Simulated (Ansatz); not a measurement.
**HfO2 monolayer (2H) under biaxial strain in the plane of the sheet**

Wanted: the shifts of the zone-centre modes of HfO2 monolayer (2H) with strain.

Program: Ansatz 0.2.0. Level of theory: DFT PBE, scalar-relativistic, plane waves, PAW; PAW set soft_1. Results are calculated unless marked as measured.

**1. Starting point**

The cell holds 3 atoms: 1 Hf and 2 O. Its edges and angles: a = 3.240 Å, b = 3.240 Å, c = 28.700 Å, α = 90.0°, β = 90.0°, γ = 120.0°. Vacuum lies along c. The height across the vacuum is the one that the program set for its solve, not the one typed.

**2. A rough relaxation first**

A rough relaxation comes first, because large forces or stress need no tight tolerances yet. The program lengthens the typed cell of 20.0 Å along the normal to 28.7 Å, as its cut-off of the electrostatics needs, and moves no atom.

File input.yaml:

```yaml
crystal:
  lattice:
    - [3.24, 0.0, 0.0]
    - [-1.62, 2.80592, 0.0]
    - [0.0, 0.0, 20.0]
  atoms:
    - { symbol: Hf, position: [0.333333, 0.666667, 0.5] }
    - { symbol: O, position: [0.666667, 0.333333, 0.56125] }
    - { symbol: O, position: [0.666667, 0.333333, 0.43875] }
  periodic: [true, true, false]
kpoints:
  mp_grid: { grid: [9, 9, 1] }
hamiltonian:
  xc: pbe
  pseudopotentials: { kind: paw, azcp: { folder: soft_1 } }
scf:
  occupations: { method: gaussian, width: 0.1 }
output:
  forces: true
  stress: true
  eigenvalues: true
relax:
  adjacent_minimum: "off"
  f_tol: 0.05
  max_steps: 80
  cell: { stress_2d_tol: 0.02 }
```

Command:

```bash
> ansatz run input.yaml --threads 4 --pin off --max-ram 16384MiB --backend cpu --events-out ev --progress --plain --runs-dir out
```

Numbers of over 12 decimals in the logs are rounded to 6 here.

Output:

```text
[...]
F+E_penalty+E_count = -16860.20771784 eV   max|allowed force component| = 4.056e-4 eV/Å   (the final SCF, on the basis selected at the relaxed cell)
  cell:  # Å, volume = 241.6784 Å³
    - [3.118262, 0, 0]
    - [-1.559131, 2.700494, 0]
    - [0, 0, 28.700000]
  atoms:
    - { symbol: Hf, position: [0.333333, 0.666667, 0.348432] }
    - { symbol: O, position: [0.666667, 0.333333, 0.389033] }
    - { symbol: O, position: [0.666667, 0.333333, 0.307831] }
[key lines of the parts left out:]
SCF converged after 7 iterations
Free energy (F): -16860.207718 eV
Fermi energy:    -7.115079 eV
P = ½ c Tr σ = -0.0065 N/m
```

Run time: 17 s. Hardware: 4 threads of Arm Neoverse V2, shared host; peak memory 0.54 GiB.

Step by step:

```csv
step,energy less that of the first step (eV),largest force component (eV/Å),volume (Å³)
1,0.0000,1.7438,260.92
2,-0.2462,1.4886,244.50
3,-0.3139,0.3715,238.96
4,-0.3224,0.0518,242.27
5,-0.3227,0.0046,241.89
6*,-0.3175,0.0046,241.89
7,-0.3177,0.0004,241.68
8*,-0.3176,0.0004,241.68
```

Relaxation steps marked * repeat the geometry before them on a plane-wave basis chosen anew for their cell, so energy and pressure can jump there.

The run keeps the 12 symmetry operations that it works with, so distortions that break them were not tested.

```csv
cell as run,before,after,change
a (Å),3.240,3.118,-3.8 %
b (Å),3.240,3.118,-3.8 %
```

The atoms that moved most (Å, along periodic axes as changes of fractional coordinates times the final cell, across vacuum about the mean position):

```csv
atom,dx,dy,dz,length
O2,0.000,0.000,-0.060,0.060
O3,0.000,0.000,0.060,0.060
```

Final coordinates:

```xyz
3
Lattice="3.1183 0.0000 0.0000 -1.5591 2.7005 0.0000 0.0000 0.0000 28.7000" Properties=species:S:1:pos:R:3
Hf    0.0000    1.8003   10.0000
O     1.5591    0.9002   11.1653
O     1.5591    0.9002    8.8347
```

This step gave:

```
gap on the k-mesh : 2.105 eV
area per atom     : 2.807 Å²
```

The relaxation ends with a largest force component of 4.1e-4 eV/Å.

**3. Relaxation**

The cell and atoms are relaxed, since residual forces and stress would shift the frequencies.

File input.yaml:

```yaml
crystal:
  lattice:
    - [3.1182621236, 0.0, 0.0]
    - [-1.5591310618, 2.7004942147, 0.0]
    - [0.0, 0.0, 28.7]
  atoms:
    - { symbol: Hf, position: [0.3333333333, 0.6666666667, 0.3484320557] }
    - { symbol: O, position: [0.6666666667, 0.3333333333, 0.3890334169] }
    - { symbol: O, position: [0.6666666667, 0.3333333333, 0.3078306946] }
  periodic: [true, true, false]
kpoints:
  mp_grid: { grid: [12, 12, 1] }
hamiltonian:
  xc: pbe
  pseudopotentials: { kind: paw, azcp: { folder: soft_1 } }
scf:
  occupations: { method: gaussian, width: 0.02 }
output:
  forces: true
  stress: true
  eigenvalues: true
  write_density: true
  write_potential: true
  elf: true
  volumetric_format: npy
relax:
  adjacent_minimum: "off"
  f_tol: 0.005
  max_steps: 80
  cell: { stress_2d_tol: 0.02 }
```

Output:

```text
[...]
Crystal: 3 atoms, lattice volume = 241.678 Å³
Basis set: ecut = 420 eV, 4667 PW (Γ), exchange–correlation on 48×48×384 points (8 copies of the dense FFT grid, shifted against one another)
Bands: 23, of which v1, the nominal top of the filled ones, is band 19 counted from 1 (18 counted from 0)
Symmetry: 12 space group operations
[...]
k-points: 19 of 144 (time reversal used)
[...]
SCF iter   1: F=—  HF=-16864.225399 eV  |F-HF|=—  |Δ(HF+E_count)|=         —  Δρ=7.50e-2  dr2=1.57e1  ethr=3.10e-3  ⟨swp⟩=11.3  Hψ=2937  notcnv=0
[...]
SCF iter  10: F=-16860.207750 eV  HF=-16860.207750 eV  |F-HF|=1.37e-9  |Δ(HF+E_count)|=   1.18e-8  Δρ=1.17e-6  dr2=2.11e-9  ethr=1.79e-10  ⟨swp⟩=10.5  Hψ=3878  notcnv=0
SCF 1 converged in 10 iterations: F = -16860.207750 eV  dr2 = 2.11e-9
[...]
relax step   1: F+E_penalty+E_count = -16860.20775008 eV  Δ(F+E_penalty+E_count) = +0.000e0 eV  max|allowed force component| = 3.822e-4 eV/Å  Δτ_max = 0.0000 Å  P = -0.007 N/m  Ω = 241.678 Å³  fix = [c, alpha, beta]  reactions: c -0.000 N/m  (10 SCF iters, dr2 threshold 1.00e-7 eV, accepted)
[...]
SCF iter   7: F=-16860.207750 eV  HF=-16860.207750 eV  |F-HF|=1.46e-11  |Δ(HF+E_count)|=  3.64e-12  Δρ=6.84e-9  dr2=4.80e-14  ethr=1.00e-12  ⟨swp⟩=7.7  Hψ=2620  notcnv=0
SCF 2 converged in 7 iterations: F = -16860.207750 eV  dr2 = 4.80e-14
relax step   2: F+E_penalty+E_count = -16860.20775008 eV  Δ(F+E_penalty+E_count) = -8.185e-10 eV  max|allowed force component| = 3.984e-4 eV/Å  Δτ_max = 0.0000 Å  P = -0.007 N/m  Ω = 241.678 Å³  fix = [c, alpha, beta]  reactions: c -0.000 N/m  stress off target by 7.23e-3 N/m on what of the cell is left free  SCF on the basis re-selected at this cell (its energy is not comparable with the rows above)  (7 SCF iters)
basis re-selected at this cell: Δ(F+E_penalty+E_count) = -8.185e-10 eV, ΔP = -0.000 N/m vs the last step (what re-selecting the basis moved, of the pressure what is left beyond the Pulay correction that the steps carried, after the strain that the cell walked since its last selection, with what the two solves' SCF thresholds leave and, on support functions, any second-order correction that the steps lacked; it is no  [...]
SCF converged after 7 iterations
Free energy (F): -16860.207750 eV
[...]
Internal energy: -16860.207750 eV  (E = F + TS)
E sigma→0 (E₀):  -16860.207750 eV
Fermi energy:    -7.134852 eV
[...]
--- Forces (eV/Å), atoms counted from 1 ---
  atom   1  Hf     0.00000000    -0.00000000    -0.00000000
  atom   2  O      0.00000000    -0.00000000    -0.00039843
  atom   3  O      0.00000000    -0.00000000     0.00039843
  max |Σ_I F_I| component: 9.78e-16 eV/Å
--- 2D stress c σ (N/m, compression-positive) ---
       -0.007227       0.000000       0.000000
       -0.000000      -0.007227      -0.000000
        0.000000       0.000000       0.000000
  P = ½ c Tr σ = -0.0072 N/m
--- Band table (eV; the first three rows and the last of 19) ---
  k-point 0: bands = [... 15 lower, -11.2414, -9.8723, -9.8723, -8.3539, -4.5598, -2.8514, -2.0601, -2.0601]
  k-point 1: bands = [... 15 lower, -11.1391, -9.9765, -9.9622, -8.2964, -4.4352, -2.9964, -2.0217, -1.7624]
  k-point 2: bands = [... 15 lower, -10.8602, -10.2227, -10.1944, -8.2079, -4.7639, -2.3558, -2.0065, -1.8906]
  k-point 18: bands = [... 15 lower, -10.9306, -10.7476, -9.6122, -8.3903, -6.0432, -3.1789, -0.6056, 0.5030]
--- Relaxed structure (1 steps of the walk, 1 accepted, 1 SCFs on fresh bases) ---
[...]
cell:  # Å, volume = 241.6784 Å³
    - [3.118262, 0.0, 0.0]
    - [-1.559131, 2.700494, 0.0]
    - [0.0, 0.0, 28.7]
  atoms:
    - { symbol: Hf, position: [0.333333, 0.666667, 0.348432] }
    - { symbol: O, position: [0.666667, 0.333333, 0.389033] }
    - { symbol: O, position: [0.666667, 0.333333, 0.307831] }
```

It took 7.6 s on 4 threads; peak memory 0.55 GiB; 29 s of CPU time.

Little changed from the start: no atom moved by 0.005 Å and no cell edge by 0.1 %.

This step gave:

| Quantity | Value |
| --- | --- |
| gap on the k-mesh | 2.040 eV |

ELF in the ac plane at fractional y = 0.333, with atoms of O within 0.2 Å of it. It is the smooth field of the valence electrons, not physical close to the nuclei.

Ten even steps from '_' (0.00) to '@' (0.81), each cell a mean:
```
________________________________
________________________________
________________________________
________________________________
________________________________
________________________________
________________________________
________________________________
________________________________
________________________________
________________________________
________________________________
________________________________
..________..::==++********++==--
++..____..--##@@@@@@####%%@@@@%%
..::--==--::::--==++++++++==--::
==..____..--**@@@@@@####%%@@@@##
..________..--==**########**++--
________________________________
________________________________
________________________________
________________________________
________________________________
________________________________
```
Columns run along a (3.1 Å), rows up along c (28.7 Å). Atoms in or near the plane, at fractional coordinates: O at (0.67, 0.39), O at (0.67, 0.31).

Electrostatic potential energy in the ac plane at fractional y = 0.333, with atoms of O within 0.2 Å of it. With pseudopotentials it is smooth inside the atoms' cores, unlike the true potential.

Ten even steps from '_' (-27 eV) to '@' (0 eV), each cell a mean:
```
@@@@@@@@@@@@@@@@@@@@@@@@@@@@@@@@
@@@@@@@@@@@@@@@@@@@@@@@@@@@@@@@@
@@@@@@@@@@@@@@@@@@@@@@@@@@@@@@@@
@@@@@@@@@@@@@@@@@@@@@@@@@@@@@@@@
@@@@@@@@@@@@@@@@@@@@@@@@@@@@@@@@
@@@@@@@@@@@@@@@@@@@@@@@@@@@@@@@@
@@@@@@@@@@@@@@@@@@@@@@@@@@@@@@@@
@@@@@@@@@@@@@@@@@@@@@@@@@@@@@@@@
@@@@@@@@@@@@@@@@@@@@@@@@@@@@@@@@
@@@@@@@@@@@@@@@@@@@@@@@@@@@@@@@@
@@@@@@@@@@@@@@@@@@@@@@@@@@@@@@@@
@@@@@@@@@@@@@@@@@@@@@@@@@@@@@@@@
@@@@@@@@@@@@@@@@@@@@@@@@@@@@@@@@
@@@@@@@@@@@@@@@@@@@@@@@@@@@@@@@@
##############**..________..==##
--..____..::==++****++++++****==
####******####++..__________==##
@@@@@@@@@@@@@@@@@@@@%%%%@@@@@@@@
@@@@@@@@@@@@@@@@@@@@@@@@@@@@@@@@
@@@@@@@@@@@@@@@@@@@@@@@@@@@@@@@@
@@@@@@@@@@@@@@@@@@@@@@@@@@@@@@@@
@@@@@@@@@@@@@@@@@@@@@@@@@@@@@@@@
@@@@@@@@@@@@@@@@@@@@@@@@@@@@@@@@
@@@@@@@@@@@@@@@@@@@@@@@@@@@@@@@@
```
Columns run along a (3.1 Å; values clipped at the 3rd and 97th percentile), rows up along c (28.7 Å). Atoms in or near the plane, at fractional coordinates: O at (0.67, 0.39), O at (0.67, 0.31).

Valence density in the ac plane at fractional y = 0.333, with atoms of O within 0.2 Å of it. It is the smooth field of the valence electrons, not physical close to the nuclei.

Ten steps, logarithmic in the rise over the least value, from '_' (0.0 e/Å³) to '@' (5.5 e/Å³), each cell a mean:
```
________________________________
________________________________
________________________________
________________________________
________________________________
________________________________
________________________________
________________________________
________________________________
________________________________
________________________________
________________________________
________________________________
____________....::::----::::....
--::::::::--==++##@@@@@@@@%%**==
==++++++++======++++++++++++====
----::::----==**##@@@@@@@@%%**++
..__________..::::--====----::..
________________________________
________________________________
________________________________
________________________________
________________________________
________________________________
```
Columns run along a (3.1 Å), rows up along c (28.7 Å). Atoms in or near the plane, at fractional coordinates: O at (0.67, 0.39), O at (0.67, 0.31).

**4. Tight relaxation**

Phonons need small forces and stress, so the relaxation is finished with tight tolerances on 12×12×1 k points.

Edit input.yaml of step 3 so:

```diff
@@ -16,3 +16,3 @@
 scf:
-  occupations: { method: gaussian, width: 0.02 }
+  occupations: { method: fixed }
 output:
@@ -27,4 +27,4 @@
   adjacent_minimum: "off"
-  f_tol: 0.005
-  max_steps: 80
-  cell: { stress_2d_tol: 0.02 }
+  f_tol: 0.001
+  max_steps: 60
+  cell: { stress_2d_tol: 0.002 }
```

Output:

```text
[...]
Crystal: 3 atoms, lattice volume = 241.678 Å³
Basis set: ecut = 420 eV, 4667 PW (Γ), exchange–correlation on 48×48×384 points (8 copies of the dense FFT grid, shifted against one another)
Bands: 23, of which v1, the nominal top of the filled ones, is band 19 counted from 1 (18 counted from 0)
Symmetry: 12 space group operations
[...]
--- Relaxed structure (2 steps of the walk, 2 accepted, 1 SCFs on fresh bases) ---
[...]
cell:  # Å, volume = 241.6602 Å³
    - [3.118145, 0, 0]
    - [-1.559073, 2.700393, 0]
    - [0, 0, 28.7]
  atoms:
    - { symbol: Hf, position: [0.333333, 0.666667, 0.348432] }
    - { symbol: O, position: [0.666667, 0.333333, 0.389035] }
    - { symbol: O, position: [0.666667, 0.333333, 0.307830] }
[key lines of the parts left out:]
SCF converged after 10 iterations
Free energy (F): -16860.207758 eV
Fermi energy:    -8.155328 eV
P = ½ c Tr σ = 0.0016 N/m
```

It took 10 s on 4 threads; peak memory 0.55 GiB.

Little changed from the start: no atom moved by 0.005 Å and no cell edge by 0.1 %.

ELF in the ac plane at fractional y = 0.333, with atoms of O within 0.2 Å of it. It is the smooth field of the valence electrons, not physical close to the nuclei.

Ten even steps from '_' (0.00) to '@' (0.81), each cell a mean:
```
________________________________
________________________________
________________________________
________________________________
________________________________
________________________________
________________________________
________________________________
________________________________
________________________________
________________________________
________________________________
________________________________
..________..::==++********++==--
++..____..--##@@@@@@####%%@@@@%%
..::--==--::::--==++++++++==--::
==..____..--**@@@@@@####%%@@@@##
..________..--==**########**++--
________________________________
________________________________
________________________________
________________________________
________________________________
________________________________
```
Columns run along a (3.1 Å), rows up along c (28.7 Å). Atoms in or near the plane, at fractional coordinates: O at (0.67, 0.39), O at (0.67, 0.31).

Valence density in the ac plane at fractional y = 0.333, with atoms of O within 0.2 Å of it. It is the smooth field of the valence electrons, not physical close to the nuclei.

Ten steps, logarithmic in the rise over the least value, from '0' (0.0 e/Å³) to '9' (5.5 e/Å³), each cell a mean:
```
0000000000000000
0000000000000000
0000000000000000
0000000000000000
0000000000000000
0000000000000000
0000000000000000
0000000000000000
0000000000000000
0000000000000000
0000000000000000
0000000000000000
0000000000000000
0000001122332211
3222234579999864
4555544455555544
3322334679999865
1000001223443321
0000000000000000
0000000000000000
0000000000000000
0000000000000000
0000000000000000
0000000000000000
```
Columns run along a (3.1 Å), rows up along c (28.7 Å). Atoms in or near the plane, at fractional coordinates: O at (0.67, 0.39), O at (0.67, 0.31).

Electrostatic potential energy in the ac plane at fractional y = 0.333, with atoms of O within 0.2 Å of it. With pseudopotentials it is smooth inside the atoms' cores, unlike the true potential.

Ten even steps from '_' (-27 eV) to '@' (0 eV), each cell a mean:
```
@@@@@@@@@@@@@@@@@@@@@@@@@@@@@@@@
@@@@@@@@@@@@@@@@@@@@@@@@@@@@@@@@
@@@@@@@@@@@@@@@@@@@@@@@@@@@@@@@@
@@@@@@@@@@@@@@@@@@@@@@@@@@@@@@@@
@@@@@@@@@@@@@@@@@@@@@@@@@@@@@@@@
@@@@@@@@@@@@@@@@@@@@@@@@@@@@@@@@
@@@@@@@@@@@@@@@@@@@@@@@@@@@@@@@@
@@@@@@@@@@@@@@@@@@@@@@@@@@@@@@@@
@@@@@@@@@@@@@@@@@@@@@@@@@@@@@@@@
@@@@@@@@@@@@@@@@@@@@@@@@@@@@@@@@
@@@@@@@@@@@@@@@@@@@@@@@@@@@@@@@@
@@@@@@@@@@@@@@@@@@@@@@@@@@@@@@@@
@@@@@@@@@@@@@@@@@@@@@@@@@@@@@@@@
@@@@@@@@@@@@@@@@@@@@@@@@@@@@@@@@
##############**..________..==##
--..____..::==++****++++++****==
####******####++..__________==##
@@@@@@@@@@@@@@@@@@@@%%%%@@@@@@@@
@@@@@@@@@@@@@@@@@@@@@@@@@@@@@@@@
@@@@@@@@@@@@@@@@@@@@@@@@@@@@@@@@
@@@@@@@@@@@@@@@@@@@@@@@@@@@@@@@@
@@@@@@@@@@@@@@@@@@@@@@@@@@@@@@@@
@@@@@@@@@@@@@@@@@@@@@@@@@@@@@@@@
@@@@@@@@@@@@@@@@@@@@@@@@@@@@@@@@
```
Columns run along a (3.1 Å; values clipped at the 3rd and 97th percentile), rows up along c (28.7 Å). Atoms in or near the plane, at fractional coordinates: O at (0.67, 0.39), O at (0.67, 0.31).

The largest force component left is 0.79 meV/Å, within the tolerances set.

(Part 1 of 2 ends here.)

[Logs are printed without paths, hosts, clocks, repeated set-up lines and the standing remarks that a program may print on its own settings, such as how far it seeks lower states.]

[Hosts, paths, dates, database ids (printed as entryN), source tags and the programs' standing remarks are cut or masked in the printed files.]
